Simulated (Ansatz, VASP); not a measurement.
# Cross-check of Zn36HO36 (bond-centred H+ along c in ZnO) between VASP and Ansatz, part 2 of 2

Aim: how closely do two programs agree when they are given the same cell, functional and k mesh? The cell is taken from a series of runs on this material, whose earlier steps may have relaxed, scaled, displaced or heated it; both programs get it as it stands.

VASP 6.6.1 and Ansatz 0.2.0.

So far. Step 2 (VASP: single point, HSE06): The run ends at a pressure of -3.42 GPa, with forces up to 4.5 eV/Å.

**3. Ansatz: single point, HSE06**

Level of this step: Ansatz beside VASP: Kohn-Sham DFT, plane waves, HSE06 (Ansatz).

Ansatz runs on its default PAW (the set named soft_2) files.

The same cell, functional, mesh and smearing now go to Ansatz.

The input, input.yaml:

```yaml
crystal:
  lattice:
    - [9.83855992, 0.0, 0.0]
    - [-4.91927996, 8.52044283, 0.0]
    - [0.0, 0.0, 10.58650209]
  atoms:
    - { symbol: Zn, position: [0.111479046, 0.222318118, 0.250124623] }
    - { symbol: Zn, position: [0.2215626, 0.109740485, 0.001042795] }
    - { symbol: O, position: [0.222680803, 0.111976229, 0.19008828] }
    - { symbol: O, position: [0.112045923, 0.223909612, 0.43983474] }
    - { symbol: Zn, position: [0.109131574, 0.218134872, 0.74986997] }
    - { symbol: Zn, position: [0.221945997, 0.110521809, 0.499450296] }
    - { symbol: O, position: [0.222038318, 0.110700843, 0.688255195] }
    - { symbol: O, position: [0.109107493, 0.218448279, 0.938331659] }
    - { symbol: Zn, position: [0.111478485, 0.556142125, 0.250126421] }
    - { symbol: Zn, position: [0.208428691, 0.437704168, -0.009371766] }
    - { symbol: O, position: [0.219040489, 0.443011882, 0.183778156] }
    - { symbol: O, position: [0.112046232, 0.555111412, 0.439836243] }
    - { symbol: Zn, position: [0.109132935, 0.557974402, 0.749868681] }
    - { symbol: Zn, position: [0.207252935, 0.437113211, 0.510846605] }
    - { symbol: O, position: [0.222304222, 0.444640678, 0.697252504] }
    - { symbol: O, position: [0.109105886, 0.557637128, 0.938330821] }
    - { symbol: Zn, position: [0.111252912, 0.889117137, 0.249628466] }
    - { symbol: Zn, position: [0.221564037, 0.778799946, 0.001039952] }
    - { symbol: O, position: [0.222680326, 0.777684974, 0.1900874] }
    - { symbol: O, position: [0.11124539, 0.889111628, 0.438658196] }
    - { symbol: Zn, position: [0.111249043, 0.889113962, 0.750061375] }
    - { symbol: Zn, position: [0.221944786, 0.778400579, 0.499448635] }
    - { symbol: O, position: [0.222036675, 0.778314863, 0.688253033] }
    - { symbol: O, position: [0.111247029, 0.889112383, 0.939259852] }
    - { symbol: Zn, position: [0.444225089, 0.222311612, 0.250118587] }
    - { symbol: Zn, position: [0.556368571, 0.111674033, 0.001625823] }
    - { symbol: O, position: [0.555418026, 0.111200289, 0.190484669] }
    - { symbol: O, position: [0.445232037, 0.223912413, 0.439827497] }
    - { symbol: Zn, position: [0.442383892, 0.218139356, 0.749855538] }
    - { symbol: Zn, position: [0.556128586, 0.111550114, 0.498779898] }
    - { symbol: O, position: [0.556229993, 0.111604136, 0.68780631] }
    - { symbol: O, position: [0.442724241, 0.218443526, 0.938317193] }
    - { symbol: Zn, position: [0.444615718, 0.555806037, 0.169528119] }
    - { symbol: Zn, position: [0.562668186, 0.437695552, -0.0093845] }
    - { symbol: O, position: [0.557378301, 0.442995779, 0.183759654] }
    - { symbol: O, position: [0.444538445, 0.555748188, 0.467395139] }
    - { symbol: Zn, position: [0.444575466, 0.555776058, 0.756017472] }
    - { symbol: Zn, position: [0.563210702, 0.437131417, 0.510812912] }
    - { symbol: O, position: [0.555707752, 0.444645084, 0.697227615] }
    - { symbol: O, position: [0.444591156, 0.555787359, 0.953152253] }
    - { symbol: Zn, position: [0.444224556, 0.888895336, 0.250118133] }
    - { symbol: Zn, position: [0.562672144, 0.791959016, -0.009389782] }
    - { symbol: O, position: [0.557384999, 0.781377724, 0.183750988] }
    - { symbol: O, position: [0.44523061, 0.888291662, 0.439825954] }
    - { symbol: Zn, position: [0.442384454, 0.891218817, 0.749848178] }
    - { symbol: Zn, position: [0.563205191, 0.793041002, 0.510800205] }
    - { symbol: O, position: [0.555706259, 0.77803585, 0.697217444] }
    - { symbol: O, position: [0.442724728, 0.891261847, 0.938309775] }
    - { symbol: Zn, position: [0.777914168, 0.222446116, 0.249967001] }
    - { symbol: Zn, position: [0.888691124, 0.111676663, 0.001633122] }
    - { symbol: O, position: [0.889172802, 0.111205834, 0.190491121] }
    - { symbol: O, position: [0.777904841, 0.222439684, 0.439031626] }
    - { symbol: Zn, position: [0.77791288, 0.222445464, 0.749994213] }
    - { symbol: Zn, position: [0.88878873, 0.111547229, 0.498786332] }
    - { symbol: O, position: [0.888754781, 0.111604875, 0.687810586] }
    - { symbol: O, position: [0.777917078, 0.222448558, 0.939745877] }
    - { symbol: Zn, position: [0.778060535, 0.556144367, 0.250124657] }
    - { symbol: Zn, position: [0.888689625, 0.443992665, 0.001636441] }
    - { symbol: O, position: [0.889170587, 0.444946509, 0.190494273] }
    - { symbol: O, position: [0.776433173, 0.555116097, 0.439832757] }
    - { symbol: Zn, position: [0.782212635, 0.557973053, 0.749850104] }
    - { symbol: Zn, position: [0.888790033, 0.444216313, 0.498789141] }
    - { symbol: O, position: [0.888754017, 0.444127751, 0.687812713] }
    - { symbol: O, position: [0.781919859, 0.557635484, 0.938313455] }
    - { symbol: Zn, position: [0.778062263, 0.888898535, 0.250122308] }
    - { symbol: Zn, position: [0.890613543, 0.778796414, 0.001032362] }
    - { symbol: O, position: [0.888392586, 0.777686011, 0.190084098] }
    - { symbol: O, position: [0.776432842, 0.888290544, 0.43982933] }
    - { symbol: Zn, position: [0.782210903, 0.891216513, 0.749844378] }
    - { symbol: Zn, position: [0.88983487, 0.778405052, 0.499446178] }
    - { symbol: O, position: [0.889661406, 0.778318725, 0.688248971] }
    - { symbol: O, position: [0.781922393, 0.891265323, 0.938307304] }
    - { symbol: H, position: [0.444415549, 0.555653678, 0.363214269] }
total_charge: 1
basis:
  ecutwfc: 420
  xc_grid: 2
hamiltonian:
  xc: hse06
kpoints:
  mp_grid: { grid: [1, 1, 1] }
scf:
  occupations: { method: fermi_dirac, width: 0.01 }
  max_iter: 120
output:
  forces: true
checkpoint:
  read: "../relax.run"
```

The run is started by

```sh
$ ansatz run input.yaml --threads 4 --pin off --max-ram 14131MiB --backend cpu --events-out ev --progress --plain --runs-dir out
```

Numbers of over 12 decimals in the logs are rounded to 6 here.

The program printed:

```text
Warning: checkpoint.read: the run can stay near the saved state's solution: 2 site(s) moved relative to the saved geometry (max |Δs| = 1.282e-2 fractional); the SCF starts from the saved state under `checkpoint.density_extrapolation: transplant`, in force with no word given; its orbitals are not used off its sites. A run without `checkpoint.read` takes nothing of the state. A lower free energy from it at the same positions (and U, V and field ramp, if any) shows a solution that this start missed, and an equal or higher one rules none out (checkpoint.read, Limitations, in the input reference)
exact exchange: scf.exx.singularity resolves to wigner_seitz, which cuts the screened interaction at the faces of the exchange supercell's Wigner-Seitz cell, so that each pair interacts once, at the shortest of its separations (the periodic images that this leaves out come, for a point-like exchange hole, to about 0.010 eV on a filled level). The cut falls within the interaction's reach, and what an exchange supercel [...]
Engine: ansatz 0.2.0, aarch64-unknown-linux-gnu
Pseudopotentials: kind: paw
Pseudopotential: Zn, paw, valence charge 12, recommended cutoff 420 eV (normal), Zn.paw.azcp
Pseudopotential: O, paw, valence charge 6, recommended cutoff 420 eV (normal), O.paw.azcp
Pseudopotential: H, paw, valence charge 1, recommended cutoff 420 eV (normal), H.paw.azcp
Functional definition: HSE06
  parameter a = 0.25
  parameter omega = 0.11/bohr
  exchange = pbe_x - a*pbe_x_sr(omega) + a*exact_x_sr(omega)
  correlation = pbe_c
Crystal: 73 atoms, lattice volume = 887.455 Å³
Basis set: ecut = 420 eV, 17351 PW (Γ), exchange–correlation on 144×144×144 points (8 copies of the dense FFT grid, shifted against one another)
Bands: 397, of which v1, the nominal top of the filled ones, is band 324 counted from 1 (323 counted from 0)
Symmetry: 1 space group operations
Space group: P1 (ITA 1), of the structure as read, at distance tolerance 9.6e-5 Å
k-points: 1
Non-local potential: Zn, projectors of the file, l = 0: 2, l = 1: 2, l = 2: 3, l = 3: 1
Non-local potential: O, projectors of the file, l = 0: 2, l = 1: 2, l = 2: 1
Non-local potential: H, projectors of the file, l = 0: 2, l = 1: 1
PAW form: soft (Blöchl's): semilocal exchange-correlation on the pseudo side does not see the compensation charge
PAW frozen core: Zn, regenerated for the run's functional, and the local potential with it (the file was generated under x = pbe(κ = 0.804, μ = 0.219515), c = pbe(β = 0.066725))
PAW frozen core: O, regenerated for the run's functional, and the local potential with it (the file was generated under x = pbe(κ = 0.804, μ = 0.219515), c = pbe(β = 0.066725))
PAW one-centre angular grid: Zn, 590 points (default); XC on 64 Gauss nodes
PAW one-centre angular grid: O, 110 points (default); XC on 96 Gauss nodes
PAW one-centre angular grid: H, 110 points (default); XC on 64 Gauss nodes
Initial density: read from a saved state, or passed on in memory by an earlier SCF of this step, an earlier step, the calling program or the single point that the run made first, carried with its atoms to this geometry
Initial wavefunctions: pseudopotential atomic-orbital guess
Functional: x = pbe(κ = 0.804, μ = 0.219515), c = pbe(β = 0.066725), warm-up for x = pbe(κ = 0.804, μ = 0.219515) + 0.25 (exact − pbe) at short range (hse, ω = 0.207870 Å⁻¹), c = pbe(β = 0.066725); HSE06 as pw.x's `hse` composes it (authors' and Libxc's form: `xc: wpbeh`)
iter 1 solved again at ethr=5.47e-4 eV; its pass at ethr=1.00e-1 eV (dr2=3.54e0 eV) is discarded
SCF iter   1: F=—  HF=-139949.176393 eV  |F-HF|=—  |Δ(HF+E_count)|=         —  Δρ=3.15e-2  dr2=4.51e0  ethr=5.47e-4  ⟨swp⟩=7.0  Hψ=2640  notcnv=0
preconditioner: auto → none  [insulator: Δε(μ)=0.480 eV  Ē_g=12.099 eV  σ=0.010 eV  W_gap=1.00  n_scr=242 (ndim 8)  ℏωp=31.7 eV  f_vac=0.061  D(μ)=0.00/eV (n_scr^D=0)]
[...]
SCF 4 converged in 2 iterations: F = -139942.620771 eV  dr2 = 9.02e-9
  Residual-converged pass: ⟨swp⟩=3.0  Hψ=719  notcnv=0  max |occ|·‖R‖ = 2.1e-6 eV (tolerance 2.4e-6 eV)  dr2=9.12e-9  dr2_onsite=1.07e-9  max |Δocc| = 0.0e0
hybrid outer 3: dexx = +5.641e-9 eV, tail = 2.02e-8 eV, Δε = 1.38e-4 eV (about 5.42e-5 eV left of the loop's levels), ΔF = 1.82e-4 eV/Å (tail 2.27e-4)
hybrid SCF converged: 3 outer / 14 inner (+7 warm-up), last move |dexx| = 5.64e-9 eV, tail = 2.02e-8 eV
Stability not checked: this state was not tested for a lower state beside it, because the functional holds exact exchange (a hybrid, or Hartree-Fock), whose exchange loop this test does not read (fock_operator; see scf.lower_state_search)
Free energy (F): -139942.620771 eV
Frozen-core exchange: fock
Harris-Foulkes:  -139942.620771 eV  (|F-HF|=6.61e-9)
Internal energy: -139942.620771 eV  (E = F + TS)
E sigma→0 (E₀):  -139942.620771 eV
Fermi energy:    6.721751 eV
--- Per-component energies (eV) ---
  E_band       = -394.363031
  E_kinetic    = 11014.195101
  E_local      = -73749.400168  (includes V_loc(G=0)·N_el)
  E_nonlocal   = 24147.663232
  E_hartree    = 30509.871853
  E_xc         = -6002.289101
  E_vxc        = -4138.414048  (∫ρ·V_xc dr)
  E_exx        = -2206.416002  (= α·E_x^exact, valence–valence)
  E_paw        = -71117.625880  (= ΣΔE_a)
  E_vpaw       = -14275.385140  (= ΣTr[D̂ρ^β])
  E_aug_tail   = 0.073456  (compensation charges beyond the density's cutoff)
  E_ewald      = -52560.797518
  E_core_change = 22.104248  (= ΣΔE_core)
  E_smearing   = -0.000000  (= −TS)
  E_closure    = 0.000008  (closes the sum)
  E_deformation_potential = 13.610662  (in the stress; not in F)
  Σ components = -139942.620771   (vs F -139942.620771, Δ=0.00e0)
--- Forces (eV/Å), atoms counted from 1 ---
  atom   1  Zn     0.00191785    -0.01307944     0.01994575
  atom   2  Zn     0.00013708    -0.00320190    -0.00057266
  atom   3  O     -0.00005936     0.00495146    -0.00495807
  atom   4  O     -0.00766931    -0.01478671    -0.00893317
  atom   5  Zn     0.00016022     0.00099914    -0.00823562
  atom   6  Zn     0.00005677     0.00758458    -0.00408235
  atom   7  O     -0.00005069    -0.00125992     0.00591205
  atom   8  O      0.00036027     0.00429297     0.00667973
  atom   9  Zn    -0.01040811     0.00816922     0.01991424
  atom  10  Zn    -0.00760706    -0.00438391    -0.01709341
  atom  11  O      0.01760234     0.01011758    -0.00942586
  atom  12  O     -0.01663395     0.00078483    -0.00893689
  atom  13  Zn     0.00085273    -0.00036025    -0.00817677
  atom  14  Zn     0.03977783     0.02300234    -0.04506344
  atom  15  O     -0.00172271    -0.00100865     0.01982240
  atom  16  O      0.00387794    -0.00185296     0.00672009
  atom  17  Zn    -0.00011329    -0.00012358     0.00762756
  atom  18  Zn    -0.00270971     0.00175554    -0.00046985
  atom  19  O      0.00428317    -0.00252837    -0.00502982
  atom  20  O     -0.00004429    -0.00003619    -0.00424361
  atom  21  Zn    -0.00014574    -0.00014165    -0.00552963
  atom  22  Zn     0.00658321    -0.00377490    -0.00405202
  atom  23  O     -0.00107718     0.00058988     0.00596296
  atom  24  O      0.00006439     0.00007173     0.00330846
[...]
atom  66  Zn     0.00286543     0.00168273    -0.00024785
  atom  67  O     -0.00435505    -0.00247954    -0.00514329
  atom  68  O      0.00900265     0.01427878    -0.00888236
  atom  69  Zn    -0.00085536    -0.00059400    -0.00807515
  atom  70  Zn    -0.00660125    -0.00384441    -0.00405319
  atom  71  O      0.00100580     0.00061357     0.00605271
  atom  72  O     -0.00333373    -0.00244660     0.00710255
  atom  73  H      0.00297028     0.00323443     4.63362750
  max |Σ_I F_I| component: 5.57e-4 eV/Å
--- Band table (eV) ---
  k-point 0: bands = [... 320 lower, 5.1263, 5.4378, 5.4919, 5.4919, 7.9446]
  guard bands above this table: 72 of the run's 397 bands. The solve was not asked for them (output.publish_guard_bands: true or output.eigenvalues: true publishes all)
```

**4. Side by side**

Known differences besides the potentials themselves: exact exchange at q = 0 is treated differently, which shows on coarse meshes; VASP keeps PBE cores, Ansatz makes them for the functional; the cutoff is 420 eV in Ansatz and 520 eV in VASP (PREC = Accurate, projectors in real space); VASP takes a coarser grid for exact exchange (PRECFOCK = Fast). Total energies have different zeros and are not compared.

Compared:

| quantity | Ansatz | VASP | difference |
| --- | --- | --- | --- |
| gap on the k mesh (eV) | 2.453 | 2.421 | +0.032 |

Forces on 8 of the 73 atoms, those with the largest forces and the largest differences (eV/Å; atoms numbered as in POSCAR):

| atom | Ansatz x, y, z | VASP x, y, z |
| --- | --- | --- |
| Zn8 | 0.040, 0.023, -0.045 | 0.053, 0.030, -0.044 |
| Zn17 | 0.000, 0.000, -0.099 | 0.001, 0.000, -0.083 |
| Zn20 | -0.039, 0.023, -0.045 | -0.051, 0.030, -0.044 |
| Zn24 | 0.000, -0.046, -0.045 | 0.000, -0.061, -0.044 |
| O54 | -0.003, -0.003, -4.434 | -0.002, -0.004, -4.356 |
| O55 | 0.002, -0.001, 0.020 | 0.002, -0.001, 0.044 |
| O57 | 0.000, -0.021, -0.009 | 0.000, 0.010, 0.005 |
| H73 | 0.003, 0.003, 4.634 | 0.003, 0.003, 4.518 |

The forces differ by 12 meV/Å r.m.s., which is 2.8 % of the r.m.s. force of 0.424 eV/Å (both taken over all components). A gap on the mesh is an upper bound, since the band edges may lie between its points. The cell carries a charge of +1 e against a uniform background, so its pressure also hangs on how the neutralising background is counted, and in a defect's cell a gap may be the spacing between its levels.

**5. What came out**

```json
{"r.m.s. force difference (single point, HSE06)": "2.8 % of the r.m.s. force"}
```

What this shows: The r.m.s. force difference is 2.8 % of the r.m.s. force (single point, HSE06), within the 3 % picked in this series as the mark of a large difference. Such differences can come from data sets, numerical settings and the points named under the comparisons, not from the functional's error against experiment.

[Lines on the potential files, build, host, timing and source positions are cut from VASP's logs without a mark.]

[Logs are printed without paths, hosts, clocks, repeated set-up lines and the standing remarks that a program may print on its own settings, such as how far it seeks lower states.]

[Hosts, paths, dates, database ids (printed as entryN), source tags and the programs' standing remarks are cut or masked in the printed files.]
